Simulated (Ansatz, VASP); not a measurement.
## Au: VASP beside Ansatz

```
Au
1.0
     0.00000    3.21399    3.21399
     3.21399    0.00000    3.21399
     3.21399    3.21399    0.00000
Au
2
Direct
  0.12500 0.12500 0.12500
  0.87500 0.87500 0.87500
```

Alike in both runs: task single point; functional RPBE; k mesh 10 × 10 × 10; occupations fermi-dirac, width 0.1 eV; no spin polarisation.

|  | VASP | Ansatz |
| --- | --- | --- |
| version | VASP 6.6.1 | Ansatz 0.2.0 |
| potentials or method | VASP PAW PBE potentials, release 64 (Au) | plane waves (420 eV) with PAW, scalar-relativistic |
| plane-wave cutoff (eV) | 520 | 420 |
| valence electrons in the cell | 22 | 38 |

Ansatz gave:

```
pressure (GPa) : -2.5
```

**Question.** Which values does VASP return?

**Answer.** Pressure (GPa): -2.6.

The two sets of potentials don't hold the same shells in valence.

Caveats: the PAW data sets were made with another functional, which shifts forces and pressure a little (VASP). Spin-orbit coupling is left out, which matters for the levels of Au.
